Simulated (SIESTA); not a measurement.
KCl:

```xyz
2
Lattice="3.8392 0.0000 0.0000 0.0000 3.8392 0.0000 0.0000 0.0000 3.8392" Properties=species:S:1:pos:R:3 pbc="T T T"
K     0.0000    0.0000    0.0000
Cl    1.9196    1.9196    1.9196
```

Measurements of this composition are mostly on another form, of space group No. 225.

Base run:

```yaml
Program: SIESTA 5.4.2
Functional: LDA
Potentials_or_basis: PseudoDojo 0.4 standard (LDA files)
Basis: DZP (energy shift 0.003 Ry; two zetas on semicore shells; d shell added on K)
Grid_cutoff: 800 Ry
Energy_shift: 0.003 Ry
k_mesh: 7 × 7 × 7
Occupations: fermi-dirac, width 0.05 eV
Spin: no spin polarisation
```

Its results: band gap on the k mesh 4.45 eV, indirect (least direct gap 4.63 eV); pressure -3.6 GPa.

Question: The run is repeated on the same cell with these changes: functional from LDA to PBEsol; potentials or basis from PseudoDojo 0.4 standard (LDA files) to PseudoDojo 0.4 standard (PBEsol files). What comes out?

Answer: Band gap on the k mesh 4.70 eV, indirect (least direct gap 4.88 eV); pressure -1.9 GPa.

Caveats: the basis of atomic orbitals isn't converged, which shifts pressures, moduli and gaps.
